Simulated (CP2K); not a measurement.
CsPbCl3:

```
Pb Cs Cl
1.0
     5.60500    0.00000    0.00000
     0.00000    5.60500    0.00000
     0.00000    0.00000    5.60500
Pb Cs Cl
1 1 3
Direct
  0.50000 0.50000 0.50000
  0.00000 0.00000 0.00000
  0.50000 0.00000 0.50000
  0.00000 0.50000 0.50000
  0.50000 0.50000 0.00000
```

Base run:

| Item | Value |
| --- | --- |
| Program | CP2K 2026.2 |
| Functional | PBE |
| Potentials or basis | POTENTIAL_UZH Pb GTH-PBE-q4, Cs GTH-PBE-q9, Cl GTH-PBE-q7; TZVP-MOLOPT-PBE-GTH basis |
| Density cutoff | 6123 eV |
| k mesh | 5 × 5 × 5 |
| Occupations | fermi-dirac, width 0.0259 eV |
| Spin | no spin polarisation |

Its results: pressure 2.1 GPa.

**Question.** The run is repeated on the same cell with these changes: functional from PBE to PBEsol; occupations from fermi-dirac, width 0.0259 eV to fermi-dirac, width 0.01 eV. What comes out?

**Answer.** Pressure 1.0 GPa.

Caveats: the basis of atomic orbitals isn't converged, which shifts pressures, moduli and gaps; the potentials were made for another functional, which shifts forces and pressure (some runs).

Not every run made on this cell is shown here.
